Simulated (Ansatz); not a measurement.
**Several inputs for SiO2**

Cell: an entry of the Crystallography Open Database (COD), taken as it stands.

```
Si O
1.0
     4.90800    0.00000    0.00000
     0.00000    4.90800    0.00000
     0.00000    0.00000    6.78400
Si O
4 8
Direct
  0.30830 0.30830 0.00000
  0.19170 0.80830 0.25000
  0.69170 0.69170 0.50000
  0.80830 0.19170 0.75000
  0.23870 0.11610 0.18650
  0.38390 0.73870 0.43650
  0.76130 0.88390 0.68650
  0.61610 0.26130 0.93650
  0.73870 0.38390 0.56350
  0.88390 0.76130 0.31350
  0.26130 0.61610 0.06350
  0.11610 0.23870 0.81350
```

Atoms are numbered from 1 in the order listed; like atoms form one site, named after its first atom.

Reference run. The numbers come from a DFT calculation in Ansatz (PBE, plane waves and PAW, scalar-relativistic, 420 eV cutoff, Γ-centred 5×5×4 k-points, Fermi–Dirac smearing 0.02 eV).

It gives V_zz (10²¹ V/m²) O 8.76 (η 0.20), Si -1.16 (η 0.72). Each of these runs changes the input as listed (caps on SCF iterations aside):

A. hamiltonian.xc: pbe → r2scan; scf.occupations.width: 0.02 → not typed; scf.occupations.method: fermi_dirac → tetrahedron
B. crystal.symmetry: not typed → {detect: false}

Problem. How does each run end, and how far do the gradients move?

Solution. 

| run | O V_zz (η) | Si V_zz (η) | largest change of a gradient tensor, all atoms | note |
| --- | --- | --- | --- | --- |
| A | 8.62 (0.20) | -1.15 (0.69) | 0.15 | converged; another functional; cutoff taken 500 eV |
| B | 8.76 (0.20) | -1.16 (0.72) | 0.00 | converged |

Run A moves them most, on O (V_zz from 8.76 to 8.62); against its own size the tensor moves most on Si among sites above 0.3 (by 0.02, V_zz from -1.16 to -1.15).

In run A the shift comes from hamiltonian.xc: the other keys steer the path to self-consistency or leave the density as it is (the gap is far wider than the smearing).

On the reference run: The calculated pressure of 10 GPa (PBE) comes largely from the unrelaxed atoms: it is 2.2 GPa once they are relaxed in the same cell. The largest force is 0.9 eV/Å, so the atoms aren't at the calculated equilibrium and relaxing them would move these values. The cell is 5 % smaller than that of α-cristobalite at ambient conditions, so the entry probably stands for a crystal under pressure.
